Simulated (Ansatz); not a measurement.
# Ti2H: the cost of one run

Method: DFT PBE, scalar-relativistic, plane waves, PAW, in Ansatz 0.2.0.

## Step 1: Starting point

It takes space group P6_3/mmc (No. 194, hexagonal). The conventional cell has a = 2.793 Å, b = 2.793 Å, c = 10.863 Å, α = 90.00°, β = 90.00°, γ = 120.00°. Ti (site symmetry 3m) is surrounded by 3 H at 2.09 Å. H (site symmetry -6m2) has 6 Ti at 2.09 Å as nearest neighbours.

Structure file:

```
CELL_PARAMETERS angstrom
2.79297 0.00000 0.00000
-1.39648 2.41878 0.00000
0.00000 0.00000 10.86349
ATOMIC_POSITIONS crystal
Ti 0.33333 0.66667 0.62750
Ti 0.66667 0.33333 0.12750
Ti 0.33333 0.66667 0.87250
Ti 0.66667 0.33333 0.37250
H 0.33333 0.66667 0.25000
H 0.66667 0.33333 0.75000
```

This is candidate A: 2H molybdenite type (P6_3/mmc, No. 194).

(A quick probe on a coarse mesh, which set the mesh and smearing, is not shown.)

## Step 3: A loose first relaxation (candidate A)

File input.yaml:

```yaml
crystal:
  lattice:
    - [2.7929657716, 0.0, 0.0]
    - [-1.3964828858, 2.4187793101, 0.0]
    - [0.0, 0.0, 10.8634915414]
  atoms:
    - { symbol: Ti, position: [0.3333333333, 0.6666666667, 0.6275] }
    - { symbol: Ti, position: [0.6666666667, 0.3333333333, 0.1275] }
    - { symbol: Ti, position: [0.3333333333, 0.6666666667, 0.8725] }
    - { symbol: Ti, position: [0.6666666667, 0.3333333333, 0.3725] }
    - { symbol: H, position: [0.3333333333, 0.6666666667, 0.25] }
    - { symbol: H, position: [0.6666666667, 0.3333333333, 0.75] }
basis:
  ecutwfc: 420
kpoints:
  mp_grid: { grid: [6, 6, 2] }
hamiltonian:
  xc: pbe
scf:
  occupations: { method: gaussian, width: 0.1 }
  lower_state_search: "off"
output:
  forces: true
  stress: true
  eigenvalues: true
relax:
  adjacent_minimum: "off"
  f_tol: 0.04
  max_steps: 70
  cell: { stress_tol: 0.4 }
```

Run with:

```sh
> ansatz run input.yaml --threads 1 --pin off --max-ram 2560MiB --backend cpu --events-out ev --progress --plain --runs-dir out
```

What time and memory should one allow on 1 thread of Arm Neoverse V1, shared host?

About 20 s, with a peak of 0.34 GiB.
